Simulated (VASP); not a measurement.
Wanted: the native input for a VASP 6.6.1 run.

| Property | Result |
| --- | --- |
| Task | relaxation of the atoms |
| Functional | PBE |
| Dispersion | D3(BJ) |
| Potentials or basis | VASP PAW PBE potentials, release 64 (Pb_d, Se) |
| Cutoff | 600 eV |
| k mesh | 8 × 8 × 8 |
| Occupations | gaussian, width 0.03 eV |
| Spin | no spin polarisation |
| Further INCAR settings | ALGO = Normal; EDIFF = 1e-07; IBRION = 2; EDIFFG = -0.01; NSW = 40 |

The structure of PbSe (Clausthalite) lies in POSCAR:

```
PbSe                                    
1.0
    0.0000000000      3.0875412285      3.0875412285
    3.0875412285      0.0000000000      3.0875412285
    3.0875412285      3.0875412285      0.0000000000
  Pb              Se            
     1     1
Direct
     0.0000000000000000    0.0000000000000000    0.0000000000000000
     0.5000000000000000    0.5000000000000000    0.5000000000000000
```

The cell isn't the ideal one: a relaxed cell with its volume scaled by 1.02.

One way to write it, as run:

INCAR

```
SYSTEM = PbSe
  PREC = Accurate
  ENCUT = 600
  EDIFF = 1E-7
  ISMEAR = 0
  SIGMA = 0.03
  LREAL = .FALSE.
  LASPH = .TRUE.
  NELM = 80
  ALGO = Normal
  ISIF = 2
  LWAVE = .FALSE.
  LCHARG = .FALSE.
  GGA = PE
  IVDW = 12
  IBRION = 2
  NSW = 40
  EDIFFG = -0.01
```

KPOINTS

```
Automatic mesh
0
G
  8 8 8
  0 0 0
```

Potentials or basis: VASP PAW PBE potentials, release 64 (Pb_d, Se).

Command:

```bash
$ cat potpaw_PBE.64/Pb_d/POTCAR potpaw_PBE.64/Se/POTCAR > POTCAR
$ mpirun -np 1 vasp_std > vasp.out
```

It gave:

```yaml
Pressure_after_relaxing: -1.0 GPa
Band_gap_on_the_k_mesh: 0.38 eV, direct
Dispersion_energy_per_atom: -0.359 eV
```

Caveat: the relaxation stopped at its first step, so nothing moved; spin-orbit coupling is left out, which as a rule narrows the gap of such compounds by several tenths of an eV.

Run time: 12 s on 1 thread of Intel(R) Xeon(R) 6975P-C (Granite Rapids), with other jobs on the host, peak memory 0.22 GiB.
